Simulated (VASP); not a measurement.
# PbS in VASP: a series of runs

One slab, PbS, is run at these levels: PBE; tasks: single point.

All numbers are computed with VASP 6.6.1; they aren't measurements. Logs are shortened: lines on timing, memory, paths and dates and some standing lists are left out, and cuts for length are marked.

## (1) The cell of the first run

The cell holds a slab with vacuum, 4 atoms: a = 11.036 Å, b = 4.173 Å, c = 4.173 Å, α = 90.94°, β = 89.60°, γ = 89.60°.

## (2) Single point, PBE (strained and moved within a subgroup)

File INCAR:

```
SYSTEM = PbS
PREC = Accurate ; ENCUT = 520
EDIFF = 1E-7 ; ISMEAR = 0
SIGMA = 0.02 ; LREAL = .FALSE.
LASPH = .TRUE. ; NELM = 100
ALGO = Fast ; ISIF = 2
LWAVE = .FALSE. ; LCHARG = .FALSE.
GGA = PE ; NBANDS = 28
```

File KPOINTS:

```
Automatic mesh
0
G
  4 6 6
  0 0 0
```

File POSCAR:

```
PbS
1.0
   11.0361570517      0.0000000000      0.0549096266
    0.0146100386      2.9747518922      2.9264268136
    0.0146100386     -2.9747518922      2.9264268136
Pb S
2 2
Direct
    0.6316767650      0.2575627948      0.7575627948
    0.3730722835      0.7637845248      0.2637845248
    0.6122547767      0.7543939764      0.2543939764
    0.3829961748      0.2662587040      0.7662587040
```

Potentials or basis: VASP PAW PBE potentials, release 64 (Pb_d, S).

Started as:

```sh
cat potpaw_PBE.64/Pb_d/POTCAR potpaw_PBE.64/S/POTCAR > POTCAR
mpirun -np 1 vasp_std > vasp.out
```

OUTCAR:

```text
SYSTEM = PbS
   PREC = Accurate
   ENCUT = 520
   EDIFF = 1E-7
   ISMEAR = 0
   LREAL = .FALSE.
   LASPH = .TRUE.
   NELM = 100
   ISIF = 2
   GGA = PE

 ion  position               nearest neighbor table
   1  0.632  0.258  0.758-   4 2.74   3 2.91   3 2.95   3 2.98   3 2.98   2 4.08   2 4.09   2 4.12
                             2 4.12
   2  0.373  0.764  0.264-   3 2.64   4 2.91   4 2.94   4 2.98   4 2.98   1 4.08   1 4.09   1 4.12
                             1 4.12
   3  0.612  0.754  0.254-   2 2.64   1 2.91   1 2.95   1 2.98   1 2.98
   4  0.383  0.266  0.766-   1 2.74   2 2.91   2 2.94   2 2.98   2 2.98

  LATTYP: Found a base centered monoclinic cell.
 ALAT       =     5.8529265666
 B/A-ratio  =     1.0165006714
 C/A-ratio  =     1.8856026169
 COS(beta)  =    -0.0099676321

  Lattice vectors:

 A1 = (  -0.0146100386,  -2.9747518922,  -2.9264268136)
 A2 = (  -0.0146100386,   2.9747518922,  -2.9264268136)
 A3 = (  11.0361570517,   0.0000000000,   0.0549096266)

Analysis of symmetry for initial positions (statically):
=====================================================================
 Subroutine PRICEL returns:
 Original cell was already a primitive cell.

 Routine SETGRP: Setting up the symmetry group for a
 base centered monoclinic supercell.

 Subroutine GETGRP returns: Found  2 space group operations
 (whereof  1 operations were pure point group operations)
 out of a pool of  4 trial point group operations.

The static configuration has the point symmetry C_1 .
 The point group associated with its full space group is C_1h.

Analysis of symmetry for dynamics (positions and initial velocities):
=====================================================================
 Subroutine PRICEL returns:
 Original cell was already a primitive cell.

 Routine SETGRP: Setting up the symmetry group for a
 base centered monoclinic supercell.

 Subroutine GETGRP returns: Found  2 space group operations
 (whereof  1 operations were pure point group operations)
 out of a pool of  4 trial point group operations.

The dynamic configuration has the point symmetry C_1 .
 The point group associated with its full space group is C_1h.

 Subroutine INISYM returns: Found  2 space group operations
 (whereof  1 operations are pure point group operations),
 and found     1 'primitive' translations

----------------------------------------------------------------------------------------

                                     Primitive cell

[... 97 lines left out ...]
   NSW    =      0    number of steps for IOM
   IBRION =     -1    ionic relax: 0-MD 1-quasi-New 2-CG
   NFREE  =      0    steps in history (QN), initial steepest desc. (CG)
   ISIF   =      2    stress and relaxation
   ISYM   =      2    0-nonsym 1-usesym 2-fastsym
   POTIM  = 0.5000    time-step for ionic-motion
   TEBEG  =    0.0;   TEEND  =   0.0 temperature during run
   PSTRESS=    0.0 pullay stress
   NELECT =      40.0000    total number of electrons
   NUPDOWN=      -1.0000    fix difference up-down
   EMIN   =  10.00;   EMAX   =-10.00  energy-range for DOS
   EFERMI =   0.00;   METHOD = LEGACY
   ISMEAR =     0;   SIGMA  =   0.02  broadening in eV -4-tet -1-fermi 0-gaus
   EFERMI_NEDOS =   21; number of points for ismear=-14 and -15
   IALGO  =     68    algorithm
   IMIX   =      4    mixing-type and parameters
     AMIX     =   0.40;   BMIX     =  1.00
     AMIX_MAG =   1.60;   BMIX_MAG =  1.00
  volume/ion in A,a.u.               =      48.04       324.16
  Fermi-wavevector in a.u.,A,eV,Ry     =   0.970256  1.833518 12.808479  0.941397
  Thomas-Fermi vector in A             =   2.100376
   LORBIT       =      0    0 simple, 1 ext, 2 COOP (PROOUT), +10 PAW based schemes
   GGA     = PE    functional components
   LHFCALC =     F    Hartree Fock is set to
   AEXX    =    0.0000 exact exchange contribution
   IVDW    =     0    specifies the selected vdW correction
   LEPSILON=     F    determine dielectric tensor
   LRPA    =     F    only Hartree local field effects (RPA)
 non-spin polarized calculation
 RMM-DIIS sequential band-by-band and
 Gauss-broadening in eV      SIGMA  =   0.02
  energy-cutoff  :      520.00
  volume of cell :      192.14
 maximum number of plane-waves:      5194
 NGX is ok and might be reduce to    84
   NGX = 41   NGY = 15   NGZ = 15

 number of electron      40.0000004 magnetization

 Free energy of the ion-electron system (eV)
  ---------------------------------------------------
  ext. energy  EPLUGINS =         0.00000000
  ---------------------------------------------------
  free energy    TOTEN  =       -17.25390970 eV

  energy without entropy =      -17.25390970  energy(sigma->0) =      -17.25390970

 E-fermi :   0.9464     XC(G=0):  -6.0915

 val. band max:        0.7994278944   @ k =   0.0000   0.5000   0.0000
 cond. band min:       2.4931570610   @ k =   0.5000   0.0000   0.0000
 fundamental gap:      1.6937291667
 Fermi energy:         0.9463536937

 k-point     1 :       0.0000    0.0000    0.0000
  band No.  band energies     occupation
      1     -15.6125      2.00000
      2     -15.5518      2.00000
      3     -15.5078      2.00000
      4     -15.5021      2.00000
      5     -15.4942      2.00000
      6     -15.3895      2.00000
[... 733 lines left out ...]
     27       6.7603      0.00000
     28       6.8692      0.00000

 [... further k-points ...]

------------------------ aborting loop because EDIFF is reached ----------------------------------------

  FORCE on cell =-STRESS in cart. coord.  units (eV):
  Direction    XX          YY          ZZ          XY          YZ          ZX
  --------------------------------------------------------------------------------------
  -------------------------------------------------------------------------------------
  Total        0.4110417      0.9145720      2.3205071      0.0000000      0.0000000      0.1305619
  in kB        3.4274486      7.6261087     19.3494216      0.0000000      0.0000000      1.0886836
  external PRESSURE =      10.1343263 kB  Pullay stress =       0.0000000 kB

 VOLUME and BASIS-vectors are now :
 -----------------------------------------------------------------------------
  energy-cutoff  :      520.00
  volume of cell :      192.14
      direct lattice vectors                 reciprocal lattice vectors
    11.036157052  0.000000000  0.054909627     0.090613502  0.000000000 -0.000452383
     0.014610039  2.974751892  2.926426814    -0.000850107  0.168081244  0.170861071
     0.014610039 -2.974751892  2.926426814    -0.000850107 -0.168081244  0.170861071

 POSITION                                       TOTAL-FORCE (eV/Angst)
 -----------------------------------------------------------------------------------
      6.98612     -1.48738      3.00538        -0.235309      0.000000     -0.014583
      4.13230      1.48738      3.02759        -0.445364      0.000000      0.018386
      6.77168      1.48738      2.98576         0.417814      0.000000      0.063623
      4.24189     -1.48738      3.04262         0.262859      0.000000     -0.067426
 -----------------------------------------------------------------------------------
    total drift:                               -0.000083      0.000001     -0.000442

  FREE ENERGIE OF THE ION-ELECTRON SYSTEM (eV)
  ---------------------------------------------------
  free  energy   TOTEN  =       -17.2539097005 eV

  energy  without entropy=      -17.2539097005  energy(sigma->0) =      -17.25390970
```

OSZICAR:

```text
N       E                     dE             d eps       ncg     rms          rms(c)
DAV:   1     0.408028054937E+03    0.40803E+03   -0.17935E+04  2664   0.131E+03
DAV:   2     0.332803964855E+02   -0.37475E+03   -0.36390E+03  2784   0.353E+02
DAV:   3    -0.159414177421E+02   -0.49222E+02   -0.48350E+02  3460   0.151E+02
DAV:   4    -0.183910017162E+02   -0.24496E+01   -0.24375E+01  3128   0.398E+01
[... 10 lines left out ...]
RMM:  15    -0.172539079722E+02   -0.38879E-05   -0.34641E-05  3961   0.351E-02    0.978E-03
RMM:  16    -0.172539098457E+02   -0.18736E-05   -0.94856E-06  3744   0.189E-02    0.471E-03
RMM:  17    -0.172539095795E+02    0.26628E-06   -0.18067E-06  3551   0.951E-03    0.915E-04
RMM:  18    -0.172539096837E+02   -0.10424E-06   -0.50353E-07  2828   0.488E-03    0.570E-04
RMM:  19    -0.172539097005E+02   -0.16796E-07   -0.11783E-07  2409   0.307E-03
   1 F= -.17253910E+02 E0= -.17253910E+02  d E =-.196131E-26
```

Wall time 2.9 min (1 thread of AMD EPYC 9R45 (Zen 5), shared host); peak memory 0.38 GiB.

What came out:

- Free energy: -17.2539 eV
- Largest force: 0.446 eV/Å
- Band gap on the k mesh: 1.69 eV, indirect (least direct gap 1.81 eV)

Forces on the atoms (eV/Å):
```
Pb  -0.235  0.000 -0.015
Pb  -0.445  0.000  0.018
S    0.418  0.000  0.064
S    0.263  0.000 -0.067
```

Levels at points of the mesh, in eV from the valence-band top:
```tsv
k point	band 17	band 18	band 19	band 20	band 21	band 22	band 23	band 24
(0.00, 0.00, 0.00)	-2.58	-1.65	-1.51	-0.35	1.91	3.47	4.81	5.26
(0.50, 0.00, 0.00)	-2.58	-1.65	-1.51	-0.35	1.69	4.52	4.81	4.90
(0.00, 0.50, 0.00)	-1.27	-1.06	-0.34	0.00	1.82	2.01	2.87	3.07
(0.50, 0.50, 0.00)	-1.27	-1.06	-0.34	0.00	1.81	2.01	2.87	3.07
(0.00, 0.50, 0.50)	-3.03	-2.98	-1.63	-1.48	3.80	4.23	4.96	5.12
(0.50, 0.50, 0.50)	-3.03	-2.98	-1.63	-1.48	3.77	4.19	4.95	5.12
```

Caveat: spin-orbit coupling is left out, which as a rule narrows the gap of such compounds by several tenths of an eV.

## (3) Single point, PBE (strained and moved within a subgroup)

File INCAR:

```
SYSTEM = PbS
ALGO = Fast ; EDIFF = 1E-7
ENCUT = 520 ; GGA = PE
ISIF = 2 ; ISMEAR = 0
LASPH = .TRUE. ; LCHARG = .FALSE.
LREAL = .FALSE. ; LWAVE = .FALSE.
NBANDS = 28 ; NELM = 80
PREC = Accurate ; SIGMA = 0.02
```

File KPOINTS:

```
k-points
0
G
  4 6 6
  0 0 0
```

File POSCAR:

```
PbS
1.0
   10.5175661338      0.0000000000      0.0000000000
    0.0000000000      3.0114953988      2.8674154847
    0.0000000000     -3.0114953988      2.8674154847
Pb S
2 2
Direct
    0.6224531812      0.2606224124      0.7606224124
    0.3775468188      0.7606224124      0.2606224124
    0.6129133954      0.7603775876      0.2603775876
    0.3870866046      0.2603775876      0.7603775876
```

Potentials or basis: VASP PAW PBE potentials, release 64 (Pb_d, S).

Started as:

```sh
cat potpaw_PBE.64/Pb_d/POTCAR potpaw_PBE.64/S/POTCAR > POTCAR
mpirun -np 1 vasp_std > vasp.out
```

It took 2.5 min on 1 thread of AMD EPYC 9R45 (Zen 5), shared host; peak memory 0.33 GiB.

It converged, with:

```
Free energy            : -16.8650 eV
Largest force          : 1.865 eV/Å
Band gap on the k mesh : 2.12 eV, direct
```

Forces on the atoms (eV/Å):
```
Pb   1.865  0.000 -0.002
Pb  -1.865  0.000 -0.002
S    1.490  0.000  0.002
S   -1.490  0.000  0.002
```

Levels at points of the mesh, in eV from the valence-band top:
| k point | band 18 | band 19 | band 20 | band 21 | band 22 | band 23 |
| --- | --- | --- | --- | --- | --- | --- |
| (0.00, 0.00, 0.00) | -1.70 | -1.32 | -0.17 | 2.56 | 3.92 | 4.66 |
| (0.50, 0.00, 0.00) | -1.70 | -1.32 | -0.17 | 2.22 | 4.66 | 4.97 |
| (0.00, 0.50, 0.00) | -1.34 | -0.14 | -0.14 | 2.14 | 2.14 | 3.17 |
| (0.50, 0.50, 0.00) | -1.34 | -0.14 | -0.14 | 2.13 | 2.13 | 3.17 |
| (0.00, 0.50, 0.50) | -2.79 | -1.66 | -1.31 | 4.75 | 4.97 | 5.13 |
| (0.50, 0.50, 0.50) | -2.79 | -1.66 | -1.31 | 4.66 | 4.93 | 5.06 |

Caveat: spin-orbit coupling is left out, which as a rule narrows the gap of such compounds by several tenths of an eV.

## (4) Single point, PBE (strained and moved within the space group)

File INCAR:

```
PREC = Accurate
ENCUT = 520
EDIFF = 1E-6
ISMEAR = 0
SIGMA = 0.02
LREAL = F
LASPH = T
NELM = 60
ALGO = Fast
ISIF = 2
LWAVE = F
LCHARG = F
GGA = PE
NBANDS = 28
```

File KPOINTS:

```
regular mesh
0
Gamma
  4 6 6
```

File POSCAR:

```
PbS
1.0
   10.9765021488      0.0000000000      0.0000000000
    0.0000000000      2.9828036173      3.0369039577
    0.0000000000     -2.9828036173      3.0369039577
Pb S
2 2
Direct
    0.6387194306      0.2352102075      0.7352102075
    0.3612805694      0.7352102075      0.2352102075
    0.6364634279      0.7857897925      0.2857897925
    0.3635365721      0.2857897925      0.7857897925
```

Potentials or basis: VASP PAW PBE potentials, release 64 (Pb_d, S).

Started as:

```sh
cat potpaw_PBE.64/Pb_d/POTCAR potpaw_PBE.64/S/POTCAR > POTCAR
mpirun -np 1 vasp_std > vasp.out
```

OUTCAR:

```text
PREC = Accurate
   ENCUT = 520
   EDIFF = 1E-6
   ISMEAR = 0
   LREAL = F
   LASPH = T
   NELM = 60
   ISIF = 2
   GGA = PE

 ion  position               nearest neighbor table
   1  0.639  0.235  0.735-   3 2.73   3 3.00   3 3.00   4 3.04   3 3.34
   2  0.361  0.735  0.235-   4 2.73   4 3.00   4 3.00   3 3.04   4 3.34
   3  0.636  0.786  0.286-   1 2.73   1 3.00   1 3.00   2 3.04   1 3.34
   4  0.364  0.286  0.786-   2 2.73   2 3.00   2 3.00   1 3.04   2 3.34

  LATTYP: Found a base centered orthorhombic cell.
 ALAT       =     5.9656072346
 B/A-ratio  =     1.0181374128
 C/A-ratio  =     1.8399639328

  Lattice vectors:

 A1 = (   0.0000000000,   2.9828036173,  -3.0369039577)
 A2 = (   0.0000000000,   2.9828036173,   3.0369039577)
 A3 = (  10.9765021488,   0.0000000000,   0.0000000000)

Analysis of symmetry for initial positions (statically):
=====================================================================
 Subroutine PRICEL returns:
 Original cell was already a primitive cell.

 Routine SETGRP: Setting up the symmetry group for a
 base centered orthorhombic supercell.
[... 175 lines left out ...]

 E-fermi :   0.6627     XC(G=0):  -6.1292

 val. band max:        0.5380393283   @ k =   0.0000   0.5000   0.0000
 cond. band min:       2.2869513129   @ k =   0.5000   0.5000   0.0000
 fundamental gap:      1.7489119846
 Fermi energy:         0.6627461940

 k-point     1 :       0.0000    0.0000    0.0000
  band No.  band energies     occupation
      1     -15.8984      2.00000
      2     -15.8418      2.00000
      3     -15.8115      2.00000
      4     -15.7928      2.00000
      5     -15.7862      2.00000
      6     -15.7707      2.00000
[... 733 lines left out ...]
     27       5.9705      0.00000
     28       7.2042      0.00000

 [... further k-points ...]

------------------------ aborting loop because EDIFF is reached ----------------------------------------

  FORCE on cell =-STRESS in cart. coord.  units (eV):
  Direction    XX          YY          ZZ          XY          YZ          ZX
  --------------------------------------------------------------------------------------
  -------------------------------------------------------------------------------------
  Total       -3.6043235     -0.7520746     -0.0581715      0.0000000      0.0000000      0.0000000
  in kB      -29.0392012     -6.0592913     -0.4686745      0.0000000      0.0000000      0.0000000
  external PRESSURE =     -11.8557223 kB  Pullay stress =       0.0000000 kB

 VOLUME and BASIS-vectors are now :
 -----------------------------------------------------------------------------
  energy-cutoff  :      520.00
  volume of cell :      198.86
      direct lattice vectors                 reciprocal lattice vectors
    10.976502149  0.000000000  0.000000000     0.091103704  0.000000000  0.000000000
     0.000000000  2.982803617  3.036903958     0.000000000  0.167627529  0.164641361
     0.000000000 -2.982803617  3.036903958     0.000000000 -0.167627529  0.164641361

 POSITION                                       TOTAL-FORCE (eV/Angst)
 -----------------------------------------------------------------------------------
      7.01091     -1.49140      2.94707        -0.592233      0.000000      0.147519
      3.96560      1.49140      2.94707         0.592233      0.000000      0.147519
      6.98614      1.49140      3.25428        -0.581420      0.000000     -0.147519
      3.99036     -1.49140      3.25428         0.581420      0.000000     -0.147519
 -----------------------------------------------------------------------------------
    total drift:                                0.000000      0.000001     -0.001569

  FREE ENERGIE OF THE ION-ELECTRON SYSTEM (eV)
  ---------------------------------------------------
  free  energy   TOTEN  =       -17.0138433528 eV

  energy  without entropy=      -17.0138433528  energy(sigma->0) =      -17.01384335
```

Wall time 2.5 min (1 thread of AMD EPYC 9R45 (Zen 5), shared host); peak memory 0.35 GiB.

What came out:

```yaml
Free_energy: -17.0138 eV
Largest_force: 0.610 eV/Å
Band_gap_on_the_k_mesh: 1.75 eV, direct
```

Forces on the atoms (eV/Å):
```
Pb  -0.592  0.000  0.148
Pb   0.592  0.000  0.148
S   -0.581  0.000 -0.148
S    0.581  0.000 -0.148
```

Caveat: spin-orbit coupling is left out, which as a rule narrows the gap of such compounds by several tenths of an eV.
